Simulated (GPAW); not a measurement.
Write an ASE script for GPAW 26.7.0 that does the following.

```
Task                : relaxation of cell and atoms
Functional          : RPBE
Dispersion          : D4
Potentials or basis : the program's PAW data sets (release 1.2.1) made for this functional
Cutoff              : 800 eV
Basis               : pw
k mesh              : 10 × 10 × 10
Occupations         : fermi-dirac, width 0.05 eV
Spin                : no spin polarisation
Target pressure     : 10 GPa
Maxiter             : 150
Optimizer           : FIRE
Fmax                : 0.01 eV/Å
Max steps           : 40
Target pressure     : 10 GPa
Convergence         : density=1e-05 forces=0.0001
```

The structure of HfN lies in POSCAR:

```
HfN
1.0
    0.0000000000      2.2560000000      2.2560000000
    2.2560000000      0.0000000000      2.2560000000
    2.2560000000      2.2560000000      0.0000000000
Hf N
1 1
Direct
    0.0000000000      0.0000000000      0.0000000000
    0.5000000000      0.5000000000      0.5000000000
```

One way to write it, as run:

run.py

```python
from ase.calculators.mixing import SumCalculator
from ase.filters import FrechetCellFilter
from ase.io import read, write
from ase.optimize import FIRE
from ase.units import GPa
from dftd4.ase import DFTD4
from gpaw import GPAW, PW

atoms = read('POSCAR')

calc = GPAW(mode=PW(800),
            xc='RPBE',
            kpts={'size': (10, 10, 10), 'gamma': True},
            occupations={'name': 'fermi-dirac', 'width': 0.05},
            nbands=19,
            convergence={'density': 1e-05, 'forces': 0.0001},
            maxiter=150,
            txt='gpaw.txt')
atoms.calc = SumCalculator([calc, DFTD4(method='rpbe')])
opt = FIRE(FrechetCellFilter(atoms, scalar_pressure=10 * GPa), trajectory='relax.traj', logfile='-')
done = opt.run(fmax=0.01, steps=40)
calc.write('gs.gpw')
write('result.traj', atoms)
print('Converged:', done)
print('Cell:', atoms.cell.cellpar().round(4))
print('Volume:', round(atoms.get_volume(), 4))
print(atoms.get_scaled_positions().round(5))
```

Potentials or basis: the program's PAW data sets (release 1.2.1) made for this functional, pw.

Command:

```bash
$ OMP_NUM_THREADS=1 python run.py
```

Results of the run:

The relaxed volume is 11.17 Å³/atom. The relaxed cell is a = 3.161 Å, b = 3.161 Å, c = 3.161 Å, α = 60.00°, β = 60.00°, γ = 60.00° and the space group after relaxing (to 0.05 Å) is Fm-3m (No. 225). The energy change on relaxing (the enthalpy is what falls) is +12.4 meV/atom, the ionic steps are 9 and the pressure after relaxing is 9.9 GPa. The band gap on the k mesh is none (metal or under the smearing width) and the dispersion energy per atom is -0.566 eV.

Caveat: later steps reuse the first step's grids; pairwise dispersion overbinds metals, which lowers pressure and volume.

Run time: 6.8 min on 1 thread of Arm Neoverse V1 (shared host), peak memory 0.42 GiB.
